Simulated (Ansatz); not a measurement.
## NaI in Ansatz: the effect of functional

The system is NaI.

```xyz
2
Lattice="0.0000 3.1927 3.1927 3.1927 0.0000 3.1927 3.1927 3.1927 0.0000" Properties=species:S:1:pos:R:3 pbc="T T T"
I     3.1927    3.1927    3.1927
Na    0.0000    0.0000    0.0000
```

The cell isn't the ideal one: volume scaled by 0.96.

Alike in all runs:

| Item | Value |
| --- | --- |
| Program | Ansatz 0.2.0 |
| Task | single point |
| Potentials or basis | Ansatz PAW |
| k mesh | 7 × 7 × 7 |
| Occupations | fermi-dirac, width 0.05 eV |
| Spin | no spin polarisation |

| functional | cutoff | gap on the mesh (eV) | pressure (GPa) |
| --- | --- | --- | --- |
| LDA | 420 eV (not typed: the program's choice for these potentials) | 3.44 | -1.1 |
| PBEsol | 420 eV (not typed: the program's choice for these potentials) | 3.62 | 0.1 |
| r2SCAN | 500 eV (not typed: the program's choice for these potentials) | ? | ? |

Q: What does the run with functional r2SCAN give?

A: gap on the mesh 4.56 eV; pressure 0.7 GPa.

Caveats: odd divisions of the mesh miss points on the zone boundary, where band edges often lie, so the gap on the mesh can be too wide; spin-orbit coupling is left out, which moves the levels of the heavy elements; the PAW data sets come from PBE, with cores solved anew for the run's functional, which leaves a small shift of forces and pressure.

Runs at the PBE level aren't shown here.
